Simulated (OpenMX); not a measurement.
Sn:

```
CELL_PARAMETERS angstrom
0.00000 3.23334 3.23334
3.23334 0.00000 3.23334
3.23334 3.23334 0.00000
ATOMIC_POSITIONS crystal
Sn 0.75000 0.75000 0.75000
Sn 0.50000 0.50000 0.50000
```

This isn't the form of Sn at room conditions, which is tetragonal (white tin).

Base run:

- Program: OpenMX 3.8.5
- Functional: PBE
- Potentials or basis: OpenMX 2013 PBE set, Sn7.0-s3p2d2f1, grid cutoff 500 Ry
- k mesh: 7 × 7 × 7
- Occupations: fermi-dirac, width 0.05 eV
- Spin: no spin polarisation

Its results: pressure 0.7 GPa.

Q: The run is repeated on the same cell with these changes: potentials or basis from OpenMX 2013 PBE set, Sn7.0-s3p2d2f1, grid cutoff 500 Ry to OpenMX 2013 PBE set, Sn7.0-s3p2d2, grid cutoff 500 Ry. What comes out?

A: Pressure 2.8 GPa.

Caveats: the basis of atomic orbitals isn't converged, which shifts pressures, moduli and gaps.
